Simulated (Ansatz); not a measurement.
## Li in Ansatz: convergence with smearing width

Input of the first run (smearing width 0.3 eV); the others differ in this setting and in those tied to it:

The input input.yaml:

```yaml
crystal:
  lattice:
    - [-1.75465, 1.75465, 1.75465]
    - [1.75465, -1.75465, 1.75465]
    - [1.75465, 1.75465, -1.75465]
  atoms:
    - { symbol: Li, position: [0.0, 0.0, 0.0] }
hamiltonian:
  xc: lda
  pseudopotentials: { kind: paw, source: jth, xc_functional: pbe }
kpoints:
  mp_grid: { grid: [9, 9, 9] }
scf:
  occupations: { method: fermi_dirac, width: 0.3 }
output:
  forces: true
  stress: true
  eigenvalues: true
```

Potentials or basis: JTH PAW.

Run with:

```sh
$ ansatz run input.yaml --threads 2 --pin off --max-ram 5632MiB --backend cpu --events-out ev --progress --plain --runs-dir out
```

Hardware: 2 threads of Intel(R) Xeon(R) Processor @ 2.50GHz (Skylake/Cascade Lake), on a shared host.

| smearing width | energy less the tightest run, at zero smearing (meV/atom) | pressure (GPa) | SCF cycles | CPU time (s) | peak memory (GiB) |
| --- | --- | --- | --- | --- | --- |
| 0.3 eV | -3.42 | -1.39 | 6 | 1.9 | 0.29 |
| 0.2 eV | -2.96 | -1.49 | 6 | 2.1 | 0.29 |
| 0.15 eV | -3.22 | -1.52 | 6 | 2.2 | 0.29 |
| 0.1 eV | -3.06 | -1.53 | 6 | 2.1 | 0.29 |
| 0.05 eV | -1.91 | -1.54 | 6 | 1.9 | 0.29 |
| 0.025 eV | -0.85 | -1.54 | 6 | 2.2 | 0.29 |
| 0.01 eV | -0.20 | -1.55 | 6 | 2.2 | 0.29 |
| 0.005 eV | 0.00 | -1.55 | 6 | 2.3 | 0.29 |

Against the tightest run, the energy stays within 1 meV/atom from 0.025 eV on; the pressure stays within 0.1 GPa from 0.2 eV on. Narrower smearing needs a denser k mesh, so at a fixed mesh the narrowest width isn't the most accurate. The tightest run that finished is the yardstick and may itself not be fully converged.
